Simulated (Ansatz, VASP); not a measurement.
# TePb in VASP and in Ansatz

```
Te Pb
1.0
     0.00000    3.22157    3.22157
     3.22157    0.00000    3.22157
     3.22157    3.22157    0.00000
Te Pb
1 1
Direct
  0.50000 0.50000 0.50000
  0.00000 0.00000 0.00000
```

Alike in both runs: functional PBEsol; k mesh 8 × 8 × 8; no spin polarisation.

Ansatz relaxed the structure, and its values are those at the end. VASP's run is a single point on that final structure, the one shown.

|  | VASP | Ansatz |
| --- | --- | --- |
| version | VASP 6.6.1 | Ansatz 0.2.0 |
| potentials or method | VASP PAW PBE potentials, release 64 (Te, Pb_d) | scalar-relativistic, plane waves, PAW |
| plane-wave cutoff (eV) | 520 | 420 |
| occupations | gaussian, width 0.01 eV | fixed |
| valence electrons in the cell | 20 | 30 |

```csv
,VASP,Ansatz,Ansatz less VASP
gap on the k mesh at the Fermi level (eV),0.65,0.65,-0.004
least direct gap on the mesh (eV),0.65,0.65,-0.004
pressure (GPa),0.0,0.0,+0.02
```

The two sets of potentials don't hold the same shells in valence.

Caveats: the PAW data sets were made with another functional, which shifts forces and pressure a little (VASP); spin-orbit coupling is left out, which as a rule narrows the gap of such compounds by several tenths of an eV. A k mesh can miss the band edges.
